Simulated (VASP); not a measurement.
Wanted: the native input for a VASP 6.6.1 run.

```yaml
Task: relaxation of cell and atoms
Functional: SCAN
Potentials_or_basis: VASP PAW PBE potentials, release 64 (Al, N)
Cutoff: 600 eV
k_mesh: 10 × 10 × 6
Occupations: gaussian, width 0.05 eV
Spin: no spin polarisation
Further_INCAR_settings: ALGO = Normal; EDIFF = 1e-07; IBRION = 2; EDIFFG = -0.01; NSW = 60; ISIF = 3
```

The structure of AlN lies in POSCAR:

```
AlN
1.0
    3.1130000000      0.0000000000      0.0000000000
   -1.5565000000      2.6959370820      0.0000000000
    0.0000000000      0.0000000000      4.9810000000
Al N
2 2
Direct
    0.6666666667      0.3333333333      0.5000000000
    0.3333333333      0.6666666667      0.0000000000
    0.6666666667      0.3333333333      0.8800000000
    0.3333333333      0.6666666667      0.3800000000
```

These files were run (other wordings do the same):

INCAR

```
SYSTEM = AlN
  PREC = Accurate
  ENCUT = 600
  EDIFF = 1E-7
  ISMEAR = 0
  SIGMA = 0.05
  LREAL = .FALSE.
  LASPH = .TRUE.
  NELM = 60
  ALGO = Normal
  ISIF = 3
  LWAVE = .FALSE.
  LCHARG = .FALSE.
  METAGGA = SCAN
  LMIXTAU = .TRUE.
  IBRION = 2
  NSW = 60
  EDIFFG = -0.01
```

KPOINTS

```
Automatic mesh
0
G
  10 10 6
  0 0 0
```

Potentials or basis: VASP PAW PBE potentials, release 64 (Al, N).

The run is started by

```bash
$ cat potpaw_PBE.64/Al/POTCAR potpaw_PBE.64/N/POTCAR > POTCAR
$ mpirun -np 1 vasp_std > vasp.out
```

Results of the run:

| Item | Value |
| --- | --- |
| Relaxed volume | 10.35 Å³/atom |
| Relaxed cell | a = 3.101 Å, b = 3.101 Å, c = 4.971 Å, α = 90.00°, β = 90.00°, γ = 120.00° |
| Space group after relaxing (to 0.05 Å) | P6_3mc (No. 186) |
| Energy gained by relaxing | 1.0 meV/atom |
| Ionic steps | 5 |
| Pressure after relaxing | 0.0 GPa |
| Largest force after relaxing | 0.008 eV/Å |
| Band gap on the k mesh | 4.95 eV, direct |

Caveat: the PAW data sets were made with another functional, which shifts forces and pressure a little.

Wall time 9.7 min on 1 thread of AMD EPYC 7R13 Processor (Zen 3), with other jobs on the host, peak memory 0.17 GiB.
